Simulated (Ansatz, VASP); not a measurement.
**S in VASP and in Ansatz**

```
CELL_PARAMETERS angstrom
3.17022 0.00000 0.00000
-1.58511 2.74549 0.00000
0.00000 0.00000 3.57757
ATOMIC_POSITIONS crystal
S 0.33333 0.66667 0.25000
S 0.66667 0.33333 0.75000
```

Alike in both runs: functional PBEsol; k mesh 6 × 6 × 4; occupations gaussian, width 0.1 eV; no spin polarisation.

Ansatz relaxed the structure, and its values are those at the end. VASP's run is a single point on that final structure, the one shown.

```csv
,VASP,Ansatz
version,VASP 6.6.1,Ansatz 0.2.0
potentials or method,"VASP PAW PBE potentials, release 64 (S)","scalar-relativistic, plane waves, PAW"
plane-wave cutoff (eV),520,420
valence electrons in the cell,12,12
```

|  | VASP | Ansatz | Ansatz less VASP |
| --- | --- | --- | --- |
| gap on the k mesh at the Fermi level (eV) | none | none | - |
| pressure (GPa) | 0.0 | 0.0 | -0.08 |

A gap of «none» marks a metal or a gap that the smearing closes. The functional is the same, so the differences come from potentials, cutoffs and numerics.

Caveats: the k mesh is coarse (spacing up to 0.44 Å⁻¹), so the values aren't converged; the PAW data sets were made with another functional, which shifts forces and pressure a little (VASP).
